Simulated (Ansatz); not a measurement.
GaSb, DFT, LDA, all-electron LAPW, scalar-relativistic (Ansatz 0.2.0), run on 1 thread of Arm Neoverse V1 on a shared host.

The cell is COD entry 9008847, as deposited and not checked against the literature; nothing was relaxed. It differs from other determinations.

Command: `ansatz run input.yaml --threads 1 --pin off --max-ram 2048MiB --backend cpu --events-out ev --progress --plain --runs-dir out`

```yaml
crystal:
  lattice:
    - [0.0, 3.059, 3.059]
    - [3.059, 0.0, 3.059]
    - [3.059, 3.059, 0.0]
  atoms:
    - { symbol: Ga, position: [0.0, 0.0, 0.0] }
    - { symbol: Sb, position: [0.75, 0.75, 0.75] }
kpoints:
  mp_grid: { grid: [12, 12, 12] }
  band_path:
    path:
      - [0.0, 0.0, 0.0]
      - [-0.5, -0.5, 0.0]
      - [-0.375, -0.375, 0.25]
      - [-0.375, 0.0, 0.375]
      - [0.0, 0.0, 0.0]
      - [0.0, 0.0, 0.5]
      - [-0.5, -0.25, 0.25]
      - [-0.5, -0.5, 0.0]
    npoints: 5
scf:
  occupations: { method: fermi_dirac, width: 0.08 }
hamiltonian:
  xc: lda
  pseudopotentials: { kind: all_electron, lapw: { basis_error: 0.001 } }
output:
  forces: true
  stress: true
  eigenvalues: true
```

Question: How large is the problem that the program sets up?

Answer: 72 irreducible k-points, 609 plane waves at Γ, 27 bands.

Question: Estimate the wall time and the peak memory.

Answer: 49 s of wall time for 7 SCF iterations, with a peak of 0.41 GiB. Times on shared machines scatter by tens of per cent.

Question: And the same cell and mesh by frozen-core PAW, asked for forces, stress, eigenvalues, efg and the same band path, on the same hardware?

Answer: 12 s, peak memory 0.42 GiB.
